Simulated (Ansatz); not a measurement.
## SiO2 (P6_322)

These are results of DFT LDA, scalar-relativistic, plane waves, PAW (Ansatz), not measurements.

Plane waves to 420 eV, a k mesh through Γ of 6×6×4 on the computed 12-atom cell and Gaussian smearing (0.02 eV); no spin polarisation.

The structure is relaxed at this level of theory with its symmetry kept. This form isn't the usual stable structure of the compound.

The structure is hexagonal, space group P6_322 (No. 182). The conventional cell has a = 5.015 Å, b = 5.015 Å, c = 8.539 Å, α = 90.00°, β = 90.00°, γ = 120.00°. Around Si (site symmetry 3) lie 4 O at 1.60 to 1.61 Å. Around O (site symmetry 2) lie 2 Si at 1.61 Å. Around O (site symmetry 32) lie 2 Si at 1.60 Å.

```
Volume per atom                                                                                                                             : 104.6 bohr³
Formation energy from the elements' standard states (uncorrected)                                                                           : -3.106 eV/atom
Kohn–Sham band gap                                                                                                                          : 5.41 eV, indirect from (0.000, 0.000, 0.188) to Γ
Löwdin character of the top 1 eV of the valence band                                                                                        : O 2p 97 %
Electron masses at the edge by Cartesian direction of the standard setting (m_e; degenerate bands sorted by energy; no spin-orbit coupling) : x: 0.58; y: 0.58; z: 0.57
Hole masses at the edge by Cartesian direction of the standard setting (m_e; degenerate bands sorted by energy; no spin-orbit coupling)     : x: 2.4; y: 2.4; z: 0.95
Bulk modulus                                                                                                                                : 29.1 GPa
Its pressure derivative                                                                                                                     : 4.8
Electronic dielectric constant xx, yy, zz of the standard setting (independent particles)                                                   : 2.3, 2.3, 2.3
```

Cost: 12 runs of about 27 core-minutes in all, on Arm Neoverse V2 (shared hosts).